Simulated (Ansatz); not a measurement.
## MoP4: random displacements

Theory: Ansatz, DFT PBEsol, scalar-relativistic, plane waves, PAW. Settings: plane waves to 420 eV, k-mesh 10×10×8 (Γ-centred), Gaussian smearing 0.15 eV. No spin polarisation. Energies are free energies at this smearing, counted from the undisturbed cell; pressure is positive in compression.

Zero of the scan (relaxed at this level; it needn't be the usual structure):

```
Mo P
1.0
     2.64689   -5.55722    0.00483
     2.64689    5.55722    0.00483
    -2.03419    0.00000    5.40800
Mo P
2 8
Direct
  0.94205 0.05795 0.25000
  0.05795 0.94205 0.75000
  0.18295 0.37419 0.68200
  0.62581 0.81705 0.81800
  0.81705 0.62581 0.31800
  0.37419 0.18295 0.18200
  0.05688 0.49731 0.19006
  0.50269 0.94312 0.30994
  0.94312 0.50269 0.80994
  0.49731 0.05688 0.69006
```

The atoms are displaced (Å, in the unstrained cell):

| atom | ux | uy | uz |
| --- | --- | --- | --- |
| Mo1 | -0.028 | 0.001 | 0.025 |
| Mo2 | -0.070 | -0.024 | 0.004 |
| P3 | -0.026 | 0.017 | -0.041 |
| P4 | 0.028 | 0.000 | -0.046 |
| P5 | 0.108 | -0.044 | -0.007 |
| P6 | -0.053 | 0.003 | 0.123 |
| P7 | -0.057 | -0.048 | -0.069 |
| P8 | 0.062 | 0.019 | -0.028 |
| P9 | 0.019 | 0.025 | -0.042 |
| P10 | 0.019 | 0.051 | 0.081 |

Strain (Voigt, engineering shear): (0.0046, 0.0172, 0.0114, -0.0162, 0.0078, -0.0064).

(1) What are the energy change, the stress and the forces?

Answers

(1) ΔE = 61.4 meV/atom; stress (xx, yy, zz, yz, xz, xy; compression positive) (-3.32, -3.85, -5.43, 0.59, -1.40, 0.90) GPa.
```csv
atom,Fx (eV/Å),Fy,Fz
Mo1,0.35,-0.06,-0.56
Mo2,1.56,0.67,0.33
P3,0.21,-0.07,0.49
P4,-0.64,0.30,0.23
P5,-1.68,-0.27,0.02
P6,1.00,0.12,-1.01
P7,1.46,0.78,0.30
P8,-1.57,-0.02,0.69
P9,-0.48,-0.67,0.51
P10,-0.21,-0.78,-1.00
```

Cost: 1 run of about 2.9 core-minutes, on Intel Xeon Platinum 8488C (Sapphire Rapids) (shared hosts).